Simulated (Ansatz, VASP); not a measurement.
**One calculation of Ge, two programs**

The input INCAR:

```
PREC     = Accurate       # precision mode
ENCUT    = 520            # plane-wave cutoff, eV
EDIFF    = 1E-6           # SCF threshold, eV
ISMEAR   = -1             # smearing method
SIGMA    = 0.08           # smearing width, eV
LREAL    = False          # projectors in reciprocal space
LASPH    = True           # aspherical terms in the spheres
NELM     = 100            # most SCF steps
ALGO     = Normal         # electronic algorithm
ISIF     = 2              # what is computed and relaxed
LWAVE    = False          # write WAVECAR
LCHARG   = False          # write CHGCAR
GGA      = PE             # functional
NBANDS   = 13             # bands
```

Contents of KPOINTS:

```
regular mesh
0
Gamma
  16 16 16
```

POSCAR

```
Ge
1.0
   -1.6450346238      1.6450346238      1.6450346238
    1.6450346238     -1.6450346238      1.6450346238
    1.6450346238      1.6450346238     -1.6450346238
Ge
1
Direct
    0.0000000000      0.0000000000      0.0000000000
```

Input for Ansatz:

```yaml
crystal:
  lattice:
    - [-1.6450346238, 1.6450346238, 1.6450346238]
    - [1.6450346238, -1.6450346238, 1.6450346238]
    - [1.6450346238, 1.6450346238, -1.6450346238]
  atoms:
    - { symbol: Ge, position: [0.0, 0.0, 0.0] }
kpoints:
  mp_grid: { grid: [16, 16, 16] }
scf:
  occupations: { method: fermi_dirac, width: 0.08 }
hamiltonian:
  xc: pbe
  pseudopotentials: { kind: all_electron, lapw: { basis_error: 0.001 } }
output:
  forces: true
  stress: true
  eigenvalues: true
  populations: true
```

Change from the starting cell: volume scaled by 0.92, LAPW.

Alike in both runs: task single point; functional PBE; k mesh 16 × 16 × 16; occupations fermi-dirac, width 0.08 eV; no spin polarisation.

```csv
,VASP,Ansatz
version,VASP 6.6.1,Ansatz 0.2.0
potentials or method,"VASP PAW PBE potentials, release 64 (Ge_d)","all-electron LAPW, scalar-relativistic"
plane-wave cutoff (eV),520,see its input
```

VASP gave:

- pressure (GPa): 6.1

Estimate Ansatz's values.

pressure (GPa): 6.2.

Ansatz ran all-electron here, so the differences hold the error of VASP's frozen core and of both bases.
